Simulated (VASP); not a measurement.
# Which native defect does CuTe form most easily?, part 5 of 8

Aim: formation energies of the vacancies and antisites of CuTe, in the two limits of its composition. The start is a cell from a database of measured crystal structures.

VASP 6.6.1, plane waves and PAW; the level of theory is named at each step.

So far. Step 5 (Reference Te): The run ended after 14 ionic steps, 0.117 eV below its first step, once forces and stress met EDIFFG = -0.02. Step 5 (Reference Te): Energy at zero smearing: -10.57542 eV.

## 6. Relaxing the defect, 31 atoms, defect Cu vacancy

This step: PBEsol, no spin polarisation; plane waves and PAW (Te, Cu) (VASP 6.6.1).

System of this step: Cu15Te16. The cell holds 31 atoms: 16 Te and 15 Cu. Its edges and angles: a = 8.567 Å, b = 8.567 Å, c = 17.134 Å, α = 134.9°, β = 125.2°, γ = 73.6°. It derives from CuTe. Nearest the centre at fractional (0.266, 0.516, 0.125): Te1 at 2.58 Å, Te7 at 2.58 Å, Cu24 at 2.60 Å, Cu27 at 2.60 Å, Cu30 at 2.60 Å, Cu25 at 2.60 Å, Te9 at 2.66 Å, Te12 at 2.66 Å.

The host is treated as a metal, since its gap is under 0.3 eV or closed. The run keeps 2 symmetry operations, which cuts the number of k-points but bars distortions that break them. The atoms relax at the host's fixed cell.

INCAR reads:

```
SYSTEM = Cu15Te16
PREC = Normal
ENCUT = 300
EDIFF = 1E-05
NELM = 120
ISMEAR = 1
SIGMA = 0.2
LREAL = Auto
ALGO = Fast
GGA = PS
LORBIT = 11
LWAVE = .FALSE.
LCHARG = .TRUE.
KPAR = 4
NCORE = 2
IBRION = 2
NSW = 50
ISIF = 2
EDIFFG = -0.03
POTIM = 0.4
MAXMIX = 40
ISYM = 2
```

POSCAR reads:

```
Cu15Te16
1.0
   -3.2835869093      3.9448573252      6.8595590234
    3.2835869093     -3.9448573252      6.8595590234
    6.5671738186      7.8897146504    -13.7191180468
Te Cu
16 15
Direct
    0.6365031700      0.6365031700      0.2500000000
    0.1365031700      0.1365031700      0.2500000000
    0.1365031700      0.6365031700      0.5000000000
    0.6365031700      0.1365031700      0.5000000000
    0.6365031700      0.6365031700      0.7500000000
    0.1365031700      0.1365031700      0.7500000000
    0.1365031700      0.6365031700      0.0000000000
    0.6365031700      0.1365031700      0.0000000000
    0.1134968300      0.1134968300      0.0000000000
    0.6134968300      0.6134968300      0.0000000000
    0.6134968300      0.1134968300      0.2500000000
    0.1134968300      0.6134968300      0.2500000000
    0.1134968300      0.1134968300      0.5000000000
    0.6134968300      0.6134968300      0.5000000000
    0.6134968300      0.1134968300      0.7500000000
    0.1134968300      0.6134968300      0.7500000000
    0.7657645400      0.0157645400      0.1250000000
    0.7657645400      0.5157645400      0.3750000000
    0.2657645400      0.0157645400      0.3750000000
    0.2657645400      0.5157645400      0.6250000000
    0.7657645400      0.0157645400      0.6250000000
    0.7657645400      0.5157645400      0.8750000000
    0.2657645400      0.0157645400      0.8750000000
    0.4842354600      0.2342354600      0.1250000000
    0.9842354600      0.7342354600      0.1250000000
    0.9842354600      0.2342354600      0.3750000000
    0.4842354600      0.7342354600      0.3750000000
    0.4842354600      0.2342354600      0.6250000000
    0.9842354600      0.7342354600      0.6250000000
    0.9842354600      0.2342354600      0.8750000000
    0.4842354600      0.7342354600      0.8750000000
```

KPOINTS reads:

```
Automatic mesh
0
Gamma
4 4 4
0 0 0
```

Potentials, in the order of the species: Te and Cu (PBE family, release 64).

Command:

```bash
$ mpirun -np 8 vasp_std
```

The log of the run:

```text
[banner, memory and clock lines left out]
running    8 mpi-ranks, on    1 nodes
 distrk:  each k-point on    2 cores,    4 groups
 distr:  one band on    2 cores,    1 groups

 POSCAR found type information on POSCAR TeCu
 POSCAR found :  2 types and      31 ions
 [... a notice as in an earlier step ...]

 LDA part: xc-table for (Slater+PW92), standard interpolation
 POSCAR, INCAR and KPOINTS ok, starting setup
 FFT: planning ... GRIDC
 FFT: planning ... GRID_SOFT
 FFT: planning ... GRID
 WAVECAR not read
 entering main loop
       N       E                     dE             d eps       ncg     rms          rms(c)
DAV:   1     0.197603786437E+04    0.19760E+04   -0.71335E+04  7488   0.121E+03
DAV:   2     0.140164832247E+03   -0.18359E+04   -0.17850E+04  7504   0.352E+02
DAV:   3    -0.115025401694E+03   -0.25519E+03   -0.24052E+03  9264   0.159E+02
DAV:   4    -0.137683498484E+03   -0.22658E+02   -0.21975E+02 11704   0.530E+01
DAV:   5    -0.138320547368E+03   -0.63705E+00   -0.63160E+00 11712   0.118E+01    0.460E+01
RMM:   6    -0.142554133289E+03   -0.42336E+01   -0.34559E+02  7665   0.103E+02    0.323E+01
RMM:   7    -0.122135160669E+03    0.20419E+02   -0.99116E+01  7488   0.628E+01    0.122E+01
RMM:   8    -0.122499911813E+03   -0.36475E+00   -0.84068E+00  7610   0.148E+01    0.644E+00
RMM:   9    -0.122051960766E+03    0.44795E+00   -0.32136E+00  7879   0.894E+00    0.221E+00
RMM:  10    -0.122101408336E+03   -0.49448E-01   -0.15969E+00 10002   0.323E+00    0.103E+00
RMM:  11    -0.122150369471E+03   -0.48961E-01   -0.20482E-01 10284   0.105E+00    0.163E+00
RMM:  12    -0.122087246727E+03    0.63123E-01   -0.69736E-02  7582   0.909E-01    0.117E+00
RMM:  13    -0.122068309862E+03    0.18937E-01   -0.21604E-01  9582   0.930E-01    0.689E-01
RMM:  14    -0.122068966118E+03   -0.65626E-03   -0.14390E-02  9776   0.279E-01    0.657E-01
RMM:  15    -0.122075887879E+03   -0.69218E-02   -0.16257E-02  9658   0.234E-01    0.923E-01
RMM:  16    -0.122066104905E+03    0.97830E-02   -0.23121E-02  9114   0.359E-01    0.331E-01
RMM:  17    -0.122065982708E+03    0.12220E-03   -0.43503E-03  9039   0.122E-01    0.236E-01
RMM:  18    -0.122066037218E+03   -0.54510E-04   -0.12346E-03  8902   0.999E-02    0.222E-01
RMM:  19    -0.122066006799E+03    0.30419E-04   -0.32948E-04  8614   0.448E-02    0.196E-01
RMM:  20    -0.122065847559E+03    0.15924E-03   -0.16934E-04  7770   0.420E-02    0.952E-02
RMM:  21    -0.122065824921E+03    0.22638E-04   -0.10048E-04  7360   0.268E-02    0.770E-02
RMM:  22    -0.122065820658E+03    0.42630E-05   -0.21783E-05  4532   0.146E-02
   1 F= -.12206582E+03 E0= -.12207102E+03  d E =-.122066E+03
 curvature:   0.00 expect dE= 0.000E+00 dE for cont linesearch  0.000E+00
 trial: gam= 0.00000 g(F)=  0.366E-01 g(S)=  0.000E+00 ort = 0.000E+00 (trialstep = 0.100E+01)
 search vector abs. value=  0.366E-01
 bond charge predicted
       N       E                     dE             d eps       ncg     rms          rms(c)
DAV:   1    -0.122090565020E+03   -0.24740E-01   -0.22107E+00  8104   0.370E+00    0.651E-01
RMM:   2    -0.122097261929E+03   -0.66969E-02   -0.62754E-02  7730   0.122E+00    0.792E-01
RMM:   3    -0.122115431272E+03   -0.18169E-01   -0.86080E-02  8942   0.757E-01    0.189E+00
RMM:   4    -0.122119089423E+03   -0.36582E-02   -0.15758E-02 10383   0.319E-01    0.206E+00
RMM:   5    -0.122113504088E+03    0.55853E-02   -0.17716E-03  8049   0.155E-01    0.174E+00
RMM:   6    -0.122099744555E+03    0.13760E-01   -0.28260E-02 10699   0.270E-01    0.811E-01
RMM:   7    -0.122099115744E+03    0.62881E-03   -0.14467E-03  8693   0.125E-01    0.649E-01
RMM:   8    -0.122099277399E+03   -0.16166E-03   -0.34568E-04  9104   0.459E-02    0.631E-01
RMM:   9    -0.122099278999E+03   -0.15997E-05   -0.18406E-05  4350   0.132E-02
   2 F= -.12209928E+03 E0= -.12210464E+03  d E =-.334583E-01
[... from here on, the cycles between the ionic steps are left out ...]
   3 F= -.12211702E+03 E0= -.12212254E+03  d E =-.511998E-01
   4 F= -.12213749E+03 E0= -.12214328E+03  d E =-.716668E-01
   5 F= -.12213870E+03 E0= -.12214456E+03  d E =-.728766E-01
   6 F= -.12215993E+03 E0= -.12216594E+03  d E =-.212348E-01
   7 F= -.12219023E+03 E0= -.12219683E+03  d E =-.515331E-01
   8 F= -.12219099E+03 E0= -.12219770E+03  d E =-.522916E-01
   9 F= -.12220084E+03 E0= -.12220772E+03  d E =-.985417E-02
  10 F= -.12220763E+03 E0= -.12221480E+03  d E =-.166454E-01
  11 F= -.12221581E+03 E0= -.12222316E+03  d E =-.817222E-02
  12 F= -.12222472E+03 E0= -.12223248E+03  d E =-.170864E-01
  13 F= -.12223136E+03 E0= -.12223937E+03  d E =-.663895E-02
  14 F= -.12223800E+03 E0= -.12224634E+03  d E =-.132757E-01
  15 F= -.12223748E+03 E0= -.12224640E+03  d E =-.127550E-01
  16 F= -.12224038E+03 E0= -.12224902E+03  d E =-.156562E-01
  17 F= -.12224428E+03 E0= -.12225307E+03  d E =-.389970E-02
  18 F= -.12225219E+03 E0= -.12226137E+03  d E =-.118083E-01
  19 F= -.12225013E+03 E0= -.12225980E+03  d E =-.974974E-02
  20 F= -.12225369E+03 E0= -.12226319E+03  d E =-.133118E-01
  21 F= -.12225900E+03 E0= -.12226858E+03  d E =-.531517E-02
  22 F= -.12226169E+03 E0= -.12227130E+03  d E =-.799985E-02
  23 F= -.12226354E+03 E0= -.12227324E+03  d E =-.984967E-02
  24 F= -.12226795E+03 E0= -.12227786E+03  d E =-.441061E-02
  25 F= -.12226897E+03 E0= -.12227900E+03  d E =-.543202E-02
  26 F= -.12227164E+03 E0= -.12228179E+03  d E =-.266922E-02
  27 F= -.12227235E+03 E0= -.12228262E+03  d E =-.337914E-02
  28 F= -.12227241E+03 E0= -.12228264E+03  d E =-.343653E-02
 curvature:  -4.10 expect dE=-0.279E-02 dE for cont linesearch -0.275E-04
 trial: gam= 0.59951 g(F)=  0.681E-03 g(S)=  0.000E+00 ort = 0.103E-03 (trialstep = 0.398E+01)
 search vector abs. value=  0.138E-02
 bond charge predicted
       N       E                     dE             d eps       ncg     rms          rms(c)
DAV:   1    -0.122270909985E+03    0.14981E-02   -0.16396E+00  7568   0.322E+00    0.241E-01
RMM:   2    -0.122273299302E+03   -0.23893E-02   -0.25899E-02  7734   0.811E-01    0.110E-01
RMM:   3    -0.122274334922E+03   -0.10356E-02   -0.11018E-02 10263   0.335E-01    0.108E-01
RMM:   4    -0.122274361172E+03   -0.26251E-04   -0.83623E-04  8839   0.900E-02    0.906E-02
RMM:   5    -0.122274355773E+03    0.53995E-05   -0.12692E-04  7287   0.393E-02    0.932E-02
RMM:   6    -0.122274324185E+03    0.31588E-04   -0.70156E-05  7186   0.357E-02    0.922E-02
RMM:   7    -0.122274333148E+03   -0.89628E-05   -0.31090E-05  4775   0.245E-02
  29 F= -.12227433E+03 E0= -.12228465E+03  d E =-.192623E-02
 trial-energy change:   -0.001926  1 .order   -0.001876   -0.002958   -0.000794
 step:   5.2153(harm=  5.4417)  dis= 0.01818  next Energy=  -122.274458 (dE=-0.205E-02)
 reached required accuracy - stopping structural energy minimisation
```

Run time: 23 min. Hardware: 8 MPI ranks of Intel Xeon 6975P-C (Granite Rapids), shared host; peak memory 4.2 GiB.

From OUTCAR (step 6):

```text
   k-points           NKPTS =     24   k-points in BZ     NKDIM =     24   number of bands    NBANDS=    156

   NELECT =     261.0000    total number of electrons

 E-fermi :   6.1549

 k-point     1 :       0.0000    0.0000    0.0000
  band No.  band energies     occupation
    ...
    128       5.5967      2.00057
    129       5.6751      2.00359
    130       5.6789      2.00389
    131       6.0443      1.79576
    132       6.0549      1.74041
    133       6.8186     -0.00003
    134       6.8802     -0.00000
    135       6.9226     -0.00000
    136       7.3262     -0.00000
    137       8.0657     -0.00000
    ...

  Total       -7.4734960     -7.0615025     -1.6300321     -0.1196839      0.0000000      0.0000000
  in kB      -16.8448982    -15.9162847     -3.6740135     -0.2697616      0.0000000      0.0000000
  external PRESSURE =     -12.1450654 kB  Pullay stress =       0.0000000 kB

 POSITION                                       TOTAL-FORCE (eV/Angst)
 -----------------------------------------------------------------------------------
      1.63581      1.98070      5.34691        -0.001069      0.011177     -0.002768
      1.48389      2.02150     -1.56900         0.018960     -0.008510     -0.003530
      4.91289      2.07795     -1.56328         0.003276     -0.009692      0.005156
      1.49126      5.89967     -1.57948         0.010572      0.007337      0.004683
      4.93787      5.81176     -1.56328        -0.003276      0.009692      0.005156
      5.07592      5.93490     -8.43904        -0.010572     -0.007337      0.004683
      8.21495      5.90902     -8.37220         0.001069     -0.011177     -0.002768
     -1.48389      1.92336      5.29056        -0.018960      0.008510     -0.003530
      0.15481     -0.01552      1.51416        -0.005253     -0.003639     -0.002925
      6.59174      7.81698     -5.28584         0.008806      0.010566     -0.007473
     -0.02456      4.01759      1.57372        -0.008806     -0.010566     -0.007473
      3.12878      0.01552      1.51416         0.005253      0.003639     -0.002925
      3.16625      3.95866     -5.28160        -0.007686      0.000181     -0.002737
      3.27495      4.02706      1.56811         0.005781     -0.012510      0.000665
      3.29222      7.80751     -5.29145        -0.005781      0.012510      0.000665
      6.68451      3.93106     -5.28160         0.007686     -0.000181     -0.002737
     -1.64179      3.94486      3.69085         0.000000      0.000000     -0.005858
      1.62846      4.00992      3.70848        -0.006102      0.002655      0.004957
      4.71530      0.00672      3.59015         0.013106      0.005045      0.003805
      4.92538      3.94486     -3.32702         0.000000     -0.000000     -0.006185
      1.64179      7.88971     -3.20837        -0.000000     -0.000000     -0.021947
      4.93872      7.82465     -3.15108         0.006102     -0.002655      0.004957
      5.13546      7.88299    -10.12897        -0.013106     -0.005045      0.003805
      0.22183      1.96418      3.15545        -0.004063      0.000456      0.001613
[...]
-----------------------------------------------------------------------------------
    total drift:                                0.000430     -0.002550     -0.030702

  FREE ENERGIE OF THE ION-ELECTRON SYSTEM (eV)
  ---------------------------------------------------
  free  energy   TOTEN  =      -122.2743331481 eV

  energy  without entropy=     -122.3052797356  energy(sigma->0) =     -122.28464868

[... 6 parts as in an earlier step ...]

[... 11 further parts left out ...]
```

This run has no spin polarisation, so a moment on Cu, if there is one, isn't seen. Its electron count is odd, so without a moment it is a metal by construction. The run keeps the 2 symmetry operations of its start, so it cannot find a distortion of lower symmetry.

The steps of the relaxation (22 of 29):

```
step  energy less that of the first step (eV)  largest force (eV/Å)
   1                                   0.0000                0.3396
   2                                  -0.0335                0.3023
   4                                  -0.0717                0.2326
   5                                  -0.0729                0.2250
   6                                  -0.0941                0.1743
   8                                  -0.1252                0.1073
   9                                  -0.1350                0.1003
  10                                  -0.1418                0.1281
  12                                  -0.1589                0.0804
  13                                  -0.1655                0.0634
  14                                  -0.1722                0.0627
  16                                  -0.1746                0.1145
  17                                  -0.1785                0.0990
  18                                  -0.1864                0.0768
  20                                  -0.1879                0.0772
  21                                  -0.1932                0.0694
  22                                  -0.1959                0.0666
  24                                  -0.2021                0.0451
  25                                  -0.2031                0.0549
  26                                  -0.2058                0.0471
  28                                  -0.2066                0.0366
  29                                  -0.2085                0.0219
```

The atoms that moved most (Å):

```
atom      dx      dy      dz  length
Cu24   0.222  -0.008  -0.058   0.229
Cu25  -0.222   0.008  -0.058   0.229
Cu30   0.223  -0.008  -0.052   0.229
Cu27  -0.223   0.008  -0.052   0.229
Cu19  -0.210   0.007  -0.056   0.217
Cu23   0.210  -0.007  -0.056   0.217
 Te2  -0.158   0.049  -0.012   0.166
 Te8   0.158  -0.049  -0.012   0.166
```

Final coordinates:

```cif
data_structure
_symmetry_space_group_name_H-M 'P 1'
_symmetry_Int_Tables_number 1
_cell_length_a 8.5672
_cell_length_b 8.5672
_cell_length_c 17.1345
_cell_angle_alpha 134.927
_cell_angle_beta 125.167
_cell_angle_gamma 73.611
_cell_volume 710.83
loop_
_atom_site_label
_atom_site_type_symbol
_atom_site_fract_x
_atom_site_fract_y
_atom_site_fract_z
_atom_site_occupancy
Te1 Te 0.64079 0.63883 0.25007 1
Te2 Te 0.14185 0.11159 0.24109 1
Te3 Te 0.14943 0.63415 0.50574 1
Te4 Te 0.63264 0.11195 0.48742 1
Te5 Te 0.62268 0.63795 0.74426 1
Te6 Te 0.13710 0.15779 0.76258 1
Te7 Te 0.13869 0.64065 0.99993 1
Te8 Te 0.62941 0.15968 0.00891 1
Te9 Te 0.10840 0.13394 0.01080 1
Te10 Te 0.60549 0.61845 0.99726 1
Te11 Te 0.62393 0.11097 0.25274 1
Te12 Te 0.11234 0.58680 0.23920 1
Te13 Te 0.11677 0.09715 0.49194 1
Te14 Te 0.62472 0.61299 0.50455 1
Te15 Te 0.60388 0.11562 0.74545 1
Te16 Te 0.11327 0.63289 0.75806 1
Cu17 Cu 0.76903 0.01903 0.12500 1
Cu18 Cu 0.77856 0.51828 0.37811 1
Cu19 Cu 0.26254 0.97970 0.35943 1
Cu20 Cu 0.25749 0.50749 0.62500 1
Cu21 Cu 0.76614 0.01614 0.62500 1
Cu22 Cu 0.76207 0.52235 0.87189 1
Cu23 Cu 0.26084 0.04368 0.89057 1
Cu24 Cu 0.47896 0.26378 0.14137 1
Cu25 Cu 0.98105 0.69623 0.10863 1
Cu26 Cu 0.99343 0.22753 0.37197 1
Cu27 Cu 0.48142 0.69652 0.35852 1
Cu28 Cu 0.48512 0.23043 0.61865 1
Cu29 Cu 0.99313 0.74782 0.63135 1
Cu30 Cu 0.97947 0.26438 0.89148 1
Cu31 Cu 0.48360 0.74950 0.87803 1
```

Numbers from this step:

```
electronic cycles                               : 285
electrons                                       : 261
free energy (TOTEN)                             : -122.2743 eV
energy at zero smearing                         : -122.2846 eV
Fermi energy                                    : 6.155 eV
labelled metallic, from the levels on this mesh : yes
```

Valence density in the ac plane at fractional y = 0.516, through the centre, with atoms of Te and Cu within 0.45 Å of it. It is the smooth field of the valence electrons, not physical close to the nuclei.

Ten steps, logarithmic in the rise over the least value, from '0' (0 e/Å³) to '9' (12 e/Å³), each cell a mean:
```
233333210002333332211122
333332100023333322344322
222210000122222247997322
110000000011111369974111
000111100001112344310000
122332111111112232210000
333332211111233332100001
333323455322333321000012
222248996322222210000012
112368862111110000000011
112233211000000111110001
112333210000123333211111
233333210001333333211111
333332100012333322355422
222110000012222236998422
000000000011111258974110
000111111112212233311000
123333221122222232210000
332233211111233333210002
332321100012333332100023
322110000012222210000122
111000000000110000000011
111111000000000111101112
122222210000122332211122
```
Columns run along a (8.6 Å), rows up along c (17.1 Å). Atoms in or near the plane, at fractional coordinates: Te at (0.11, 0.24), Cu at (0.78, 0.38), Cu at (0.26, 0.62), Cu at (0.76, 0.87).

The run ended after 29 ionic steps, 0.209 eV below its first step, once the forces on the free atoms met EDIFFG = -0.03.

The 8 first neighbours (Cu and Te) lie 2.61 Å from the site on average (2.58 to 2.66) in the perfect crystal and 2.54 Å on average after the relaxation (-2.6 %, spread from 2.47 to 2.61 Å).

## 7. This defect's formation energies, 31 atoms, defect vacancy, element Cu

This step: point defect, PBEsol; plane waves and PAW (VASP 6.6.1).

Derived from the runs above.

Numbers from this step:

- formation energy of the neutral defect: 0.3928 eV
- host formation enthalpy: -0.04781 eV/atom

Formation energy:

```
formation energy (eV)  largest move (Å)
               0.3928            0.2295
```

The formation energy is the energy of the relaxed defect cell less that of the perfect cell, with each removed atom booked to its reference and each added atom taken from it.

References, in eV an atom: Cu -4.316 (crystal Fm-3m) and Te -3.525 (crystal P3_121). They were run at the supercell's cutoff and functional, without U, and count both elements from their own phases.

The formation energy is 0.393 eV, and the largest move of an atom 0.23 Å.

(Continued in part 6 of 8.)

[Lines on the potential files, build, host, timing and source positions are cut from VASP's logs without a mark.]

[Logs are printed without paths, hosts, clocks, repeated set-up lines and the standing remarks that a program may print on its own settings, such as how far it seeks lower states.]

[Hosts, paths, dates, database ids (printed as entryN), source tags and the programs' standing remarks are cut or masked in the printed files.]

[In band tables of VASP the shares of atoms and orbitals are scaled to a sum of 1 inside the atoms' spheres.]

[Runs that stopped without an error message from VASP are left out.]
